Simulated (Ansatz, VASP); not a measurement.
**Two plane-wave programs on W**

POSCAR

```
W
1.0
   -1.5848038465      1.5848038465      1.5848038465
    1.5848038465     -1.5848038465      1.5848038465
    1.5848038465      1.5848038465     -1.5848038465
W
1
Direct
    0.0000000000      0.0000000000      0.0000000000
```

File INCAR.step1:

```
SYSTEM = W
PREC = Accurate ; ENCUT = 520
ISMEAR = -1 ; SIGMA = 0.1
LREAL = .False. ; LASPH = .True.
NELM = 80 ; NBANDS = 13
GGA = PE ; ALGO = Normal
EDIFF = 1E-4 ; LWAVE = .True.
LCHARG = .False.
```

INCAR.step2

```
SYSTEM = W
PREC = Accurate ; ENCUT = 520
EDIFF = 1E-6 ; ISMEAR = -1
SIGMA = 0.1 ; LREAL = .False.
LASPH = .True. ; NELM = 80
ALGO = Normal ; ISIF = 2
LWAVE = .False. ; LCHARG = .True.
METAGGA = R2SCAN ; LMIXTAU = .True.
LELF = .True. ; LVHAR = .True.
NBANDS = 13 ; ISTART = 1
```

File KPOINTS:

```
Automatic mesh
0
Gamma
  11 11 11
  0 0 0
```

Input for Ansatz:

```yaml
crystal:
  lattice:
    - [-1.5848038465, 1.5848038465, 1.5848038465]
    - [1.5848038465, -1.5848038465, 1.5848038465]
    - [1.5848038465, 1.5848038465, -1.5848038465]
  atoms:
    - { symbol: W, position: [0.0, 0.0, 0.0] }
hamiltonian:
  xc: r2scan
  pseudopotentials:
    kind: paw
    azcp:
      W: "pseudopotentials/W.paw.azcp"
basis:
  ecutwfc: 500
  fft_grid_basis: typed
kpoints:
  mp_grid: { grid: [11, 11, 11], shift: [0, 0, 0] }
magnetization:
  spin_polarized: false
scf:
  occupations: { method: fermi_dirac, width: 0.1 }
  lower_state_search: "off"
output:
  stress: true
```

Alike in both runs: task single point; functional r2SCAN; k mesh 11 × 11 × 11; occupations fermi-dirac, width 0.1 eV; no spin polarisation.

|  | VASP | Ansatz |
| --- | --- | --- |
| version | VASP 6.6.1 | Ansatz 0.2.0 |
| potentials or method | VASP PAW PBE potentials, release 64 (W_sv) | plane waves (500 eV) with PAW, scalar-relativistic |
| plane-wave cutoff (eV) | 520 | 500 |
| valence electrons in the cell | 14 | 14 |

```csv
,VASP,Ansatz,Ansatz less VASP
pressure (GPa),1.3,0.1,-1.23
```

Caveats: the PAW data sets were made with another functional, which shifts forces and pressure a little (VASP). Spin-orbit coupling is left out, which matters for the levels of W.
